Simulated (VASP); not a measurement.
Crystal: Lu.

```
Lu
1.0
     3.50310    0.00000    0.00000
    -1.75155    3.03377    0.00000
     0.00000    0.00000    5.55090
Lu
2
Direct
  0.66667 0.33333 0.75000
  0.33333 0.66667 0.25000
```

- Program: VASP 6.6.1
- Task: single point
- Functional: PBE
- Potentials or basis: VASP PAW PBE potentials, release 64 (Lu)
- Cutoff: 520 eV
- k mesh: 9 × 9 × 5
- Occupations: fermi-dirac, width 0.05 eV
- Spin: no spin polarisation

On this cell: pressure -0.4 GPa; largest force under 0.003 eV/Å; band gap on the k mesh none (metal or under the smearing width).

The same run follows on a disturbed copy (atoms moved at random, drawn with an rms of 0.05 Å):

```
Lu
1.0
     3.50310    0.00000    0.00000
    -1.75155    3.03377    0.00000
     0.00000    0.00000    5.55090
Lu
2
Cartesian
  1.7575 1.0135 4.1754
  0.0088 2.0001 1.3814
```

**Question.** What changes?

**Answer.** The energy (extrapolated to zero smearing) moves by +0.5 meV/atom; pressure -0.4 GPa; largest force 0.084 eV/Å; band gap on the k mesh none (metal or under the smearing width).

Forces on the atoms (eV/Å):
```
Lu   0.004 -0.031 -0.078
Lu  -0.004  0.031  0.078
```

Stress tensor (GPa, compression positive):
```
-0.01 -0.01  0.00
-0.01 -0.14  0.01
 0.00  0.01 -1.02
```
